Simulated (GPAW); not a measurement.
A run of GPAW 26.7.0:

The input run.py:

```python
from ase.filters import FrechetCellFilter
from ase.io import write
from ase.optimize import FIRE
from ase.spacegroup import crystal
from gpaw import GPAW, PW

# Ru 2c
atoms = crystal(['Ru'],
                basis=[[0.6666666667, 0.3333333333, 0.75]],
                spacegroup=194, setting=1,  # P6_3/mmc
                cellpar=[2.7058, 2.7058, 4.2819, 90.0, 90.0, 120.0],
                primitive_cell=True)

calc = GPAW(mode=PW(600),
            xc='MGGA_X_RSCAN+MGGA_C_RSCAN',
            kpts={'size': (8, 8, 5), 'gamma': True},
            occupations={'name': 'fermi-dirac', 'width': 0.05},
            nbands=29,
            convergence={'density': 1e-06, 'energy': 1e-06, 'eigenstates': 1e-10},
            maxiter=150,
            txt='gpaw.txt')
atoms.calc = calc
opt = FIRE(FrechetCellFilter(atoms), trajectory='relax.traj', logfile='-')
done = opt.run(fmax=0.02, steps=60)
calc.write('gs.gpw')
write('result.traj', atoms)
print('Converged:', done)
print('Cell:', atoms.cell.cellpar().round(4))
print('Volume:', round(atoms.get_volume(), 4))
print(atoms.get_scaled_positions().round(5))
```

Potentials or basis: GPAW PAW data sets (gpaw-data 1.2.1), pw.

Launch:

```console
$ OMP_NUM_THREADS=1 python run.py
```

Hardware: 1 thread of Intel(R) Xeon(R) 6975P-C (Granite Rapids), on a shared host.

**Question.** How long does it take, and how much memory?

**Answer.** Run time: 3.3 min on 1 thread of Intel(R) Xeon(R) 6975P-C (Granite Rapids), with other jobs on the host, peak memory 0.68 GiB. Counts: scf iterations 91, plane waves 929, bands 29, k points 40, ion steps 6.
